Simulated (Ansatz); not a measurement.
## Li–H: is Li2H on the hull?

Computed with DFT PBE, scalar-relativistic, plane waves, PAW in Ansatz. All cells share a 420 eV cutoff and Γ-centred k meshes spaced at most about 0.3 Å⁻¹ (about 0.25 or finer for metals, 2π included). No spin polarisation.

Energies over the elements count from the elements' standard structures at the same level (H₂ as a molecule), with no fitted energy shifts.

All energies are static (0 K, no zero-point motion). With hydrogen, zero-point motion can shift formation energies by some tens of meV/atom.

The table holds the lowest structure computed at each composition within 0.1 eV/atom of the hull, and the phase in question; other known phases may be missing.

```tsv
phase	form	source	x(H)	ΔE_f (eV/atom)
Li	element	-	0.0000	-0.004
Li3H	Pmm2	invented	0.2500	-0.130
Li2H	Pmmn	invented	0.3333	?
Li3H2	anti-tetradymite type, R-3m	invented	0.4000	-0.301
LiH	rock salt type, Fm-3m	COD	0.5000	-0.417
H₂ gas	element	-	1.0000	0.000
```

The lowest database cell of Li (-0.004) lies slightly below the reference, hence the non-zero entry.

Q: Below what formation energy would Li2H be stable against the other rows?

A: The lowest mixture at x = 0.3333 joins Li (x = 0.0000) and LiH (x = 0.5000). The lever rule gives a share t = (0.3333 − 0.0000)/(0.5000 − 0.0000) = 0.667 of the atoms in LiH, so the tie line stands at -0.004 + 0.667 × (-0.417 − (-0.004)) = -0.279 eV/atom.

Q: Does it get there?

A: The cell (Pmmn; a = 2.823 Å, b = 4.177 Å, c = 5.985 Å) has -0.241 eV/atom, 38 meV/atom above the line. So it would part into Li and LiH at 0 K. Checks: no imaginary mode on a 4×2×1 q mesh.
